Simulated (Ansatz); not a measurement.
# Al3InAs4: the cost of one run

Program: Ansatz 0.2.0. Level of theory: DFT PBEsol, scalar-relativistic, plane waves, PAW. These are calculated values, not measurements.

1 further run of the same task is left out (set aside as unsound or not needed).

## 1. The system as given

Symmetry: P-43m, No. 215, cubic system. The conventional cell has a = 4.407 Å, b = 4.407 Å, c = 4.407 Å, α = 90.00°, β = 90.00°, γ = 90.00°. Around Al (site symmetry -42m) lie 4 N at 1.90 Å. Ga (site symmetry -43m) is surrounded by 4 N at 1.95 Å. N (site symmetry 3m) has 3 Al at 1.90 Å and 1 Ga at 1.95 Å as nearest neighbours.

Coordinates:

```
Al Ga N
1.0
     4.40699    0.00000    0.00000
     0.00000    4.40699    0.00000
     0.00000    0.00000    4.40699
Al Ga N
3 1 4
Direct
  0.50000 0.50000 0.00000
  0.50000 0.00000 0.50000
  0.00000 0.50000 0.50000
  0.00000 0.00000 0.00000
  0.74471 0.74471 0.25529
  0.74471 0.25529 0.74471
  0.25529 0.74471 0.74471
  0.25529 0.25529 0.25529
```

It goes back to an entry of the Materials Project, which need not be the stable form.

It is the result of an earlier relaxation at this level (volume 10.70 Å³/atom; gap on the mesh: 3.32 eV).

## 2. The substitution Ga → In, N → As

The start of Al3InAs4: fractional positions of relaxed Al3GaN4, cell scaled by 1.171, a guess from tabulated radii.

## 3. A first look at the start (Al3InAs4)

input.yaml

```yaml
crystal:
  lattice:
    - [5.1627778515, 0.0, 0.0]
    - [0.0, 5.1627778515, 0.0]
    - [0.0, 0.0, 5.1627778515]
  atoms:
    - { symbol: Al, position: [0.5, 0.5, 0.0] }
    - { symbol: Al, position: [0.5, 0.0, 0.5] }
    - { symbol: Al, position: [0.0, 0.5, 0.5] }
    - { symbol: In, position: [0.0, 0.0, 0.0] }
    - { symbol: As, position: [0.7447077174, 0.7447077174, 0.2552922826] }
    - { symbol: As, position: [0.7447077174, 0.2552922826, 0.7447077174] }
    - { symbol: As, position: [0.2552922826, 0.7447077174, 0.7447077174] }
    - { symbol: As, position: [0.2552922826, 0.2552922826, 0.2552922826] }
basis:
  ecutwfc: 420
kpoints:
  mp_grid: { grid: [4, 4, 4] }
hamiltonian:
  xc: pbesol
scf:
  occupations: { method: gaussian, width: 0.1 }
output:
  forces: true
  stress: true
  eigenvalues: true
```

The run is started by

```bash
$ ansatz run input.yaml --threads 2 --pin off --max-ram 5120MiB --backend cpu --events-out ev --progress --plain --runs-dir out
```

What time and memory should one allow on 2 threads of Intel Xeon Platinum 8488C (Sapphire Rapids), shared host?

About 2.1 s, with a peak of 0.46 GiB.
